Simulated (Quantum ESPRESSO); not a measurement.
Crystal: Ga.

```
Ga
1.0
     2.77842    0.00000    0.00000
     0.00000    3.28161    0.00000
    -1.34343    0.00000    3.99027
Ga
2
Direct
  0.13460 0.75000 0.77017
  0.86540 0.25000 0.22983
```

This isn't the form of Ga at room conditions, which is orthorhombic.

- Program: Quantum ESPRESSO 7.5
- Task: Wannier functions
- Functional: LDA
- Potentials or basis: PseudoDojo 0.4.1 SR LDA standard
- Cutoff: 1088 eV
- Density cutoff: 4354 eV
- k mesh: 8 × 6 × 6
- Occupations: fermi-dirac, width 0.05 eV
- Spin: no spin polarisation
- Form of the LDA correlation: PW92
- Mixing beta: 0.5
- Most SCF iterations: 120
- SCF threshold: 4e-10 Ry
- k mesh for the Wannier functions: 6 × 5 × 4

Start: SCDM with an erfc weight, μ = 2.0 eV over the reference level, σ = 2.0 eV, one function for each orbital of the shells Ga spd. The reference level is the Fermi level, or the middle of the gap.

**Question.** With SCDM with an erfc weight, how many functions result, how localised are they, and how well do they interpolate the bands?

**Answer.** 18 functions with spreads from 0.33 to 6.02 Å², 33.0 Å² in all; they miss the direct bands by 49 meV (root mean square).

Wannier functions:
```csv
function,nearest atom,distance (Å),spread (Å²),on-site energy from the reference level (eV)
1,2 Ga,0.13,0.63,-13.31
2,1 Ga,0.03,0.37,-14.67
3,1 Ga,0.01,0.33,-14.83
4,2 Ga,0.01,0.36,-14.75
5,1 Ga,0.01,0.34,-14.79
6,2 Ga,0.03,0.38,-14.61
7,2 Ga,0.02,0.37,-14.70
8,1 Ga,0.04,0.40,-14.53
9,2 Ga,0.04,0.37,-14.63
10,1 Ga,0.80,2.67,0.15
11,2 Ga,0.75,3.06,0.77
12,1 Ga,0.71,4.06,2.55
13,2 Ga,0.87,3.21,0.27
14,2 Ga,1.12,6.02,3.74
15,1 Ga,1.21,4.05,1.09
16,2 Ga,0.67,2.98,0.34
17,1 Ga,0.08,0.45,-14.16
18,1 Ga,0.78,2.91,0.75
```

Parts of the spread (Å²): invariant 19.37, diagonal 0.965, off-diagonal 12.63, total 32.97. Against the direct bands the interpolation misses by 49 meV (root mean square) and 418 meV at most, for states up to 1 eV over the reference level.

Caveat: the k mesh is coarse.
